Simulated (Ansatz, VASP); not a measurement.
## HfO2 in VASP and in Ansatz

INCAR

```
SYSTEM = HfO2
PREC     = Accurate       ! precision mode
ENCUT    = 520            ! plane-wave cutoff, eV
EDIFF    = 1E-6           ! SCF threshold, eV
ISMEAR   = 0              ! smearing method
SIGMA    = 0.05           ! smearing width, eV
LREAL    = .FALSE.        ! projectors in reciprocal space
LASPH    = .TRUE.         ! aspherical terms in the spheres
NELM     = 100            ! most SCF steps
ALGO     = Fast           ! electronic algorithm
ISIF     = 2              ! what is computed and relaxed
LWAVE    = .FALSE.        ! write WAVECAR
LCHARG   = .TRUE.         ! write CHGCAR
GGA      = PS             ! functional
LELF     = .TRUE.         ! ELF
LVHAR    = .TRUE.       
NBANDS   = 18             ! bands
```

The input KPOINTS:

```
Automatic mesh
0
G
  8 8 8
  0 0 0
```

File POSCAR:

```
HfO2
1.0
    0.0000000000      2.5217561629      2.5217561629
    2.5217561629      0.0000000000      2.5217561629
    2.5217561629      2.5217561629      0.0000000000
Hf O
1 2
Direct
    0.0000000000      0.0000000000      0.0000000000
    0.2500000000      0.2500000000      0.2500000000
    0.7500000000      0.7500000000      0.7500000000
```

Input for Ansatz:

```yaml
crystal:
  lattice:
    - [0.0, 2.5217561629, 2.5217561629]
    - [2.5217561629, 0.0, 2.5217561629]
    - [2.5217561629, 2.5217561629, 0.0]
  atoms:
    - { symbol: Hf, position: [0.0, 0.0, 0.0] }
    - { symbol: O, position: [0.25, 0.25, 0.25] }
    - { symbol: O, position: [0.75, 0.75, 0.75] }
basis:
  ecutwfc: 420
  ecutrho_ratio: 4
kpoints:
  mp_grid: { grid: [8, 8, 8] }
hamiltonian:
  xc: pbesol
scf:
  occupations: { method: gaussian, width: 0.05 }
output:
  forces: true
  stress: true
  eigenvalues: true
```

Alike in both runs: task single point; functional PBEsol; k mesh 8 × 8 × 8; occupations gaussian, width 0.05 eV; no spin polarisation.

|  | VASP | Ansatz |
| --- | --- | --- |
| version | VASP 6.6.1 | Ansatz 0.2.0 |
| potentials or method | VASP PAW PBE potentials, release 64 (Hf_pv, O) | scalar-relativistic, plane waves, PAW |
| plane-wave cutoff (eV) | 520 | 420 |
| valence electrons in the cell | 22 | 38 |

```csv
,VASP,Ansatz,Ansatz less VASP
gap on the k mesh at the Fermi level (eV),3.71,3.69,-0.023
least direct gap on the mesh (eV),3.71,3.69,-0.023
pressure (GPa),-3.7,0.0,+3.72
```

One of these differences is far larger than is usual between the two programs; its cause wasn't traced. The two sets of potentials don't hold the same shells in valence.

Caveats: the PAW data sets were made with another functional, which shifts forces and pressure a little (VASP); spin-orbit coupling is left out, which moves the levels of the heavy elements. A k mesh can miss the band edges.
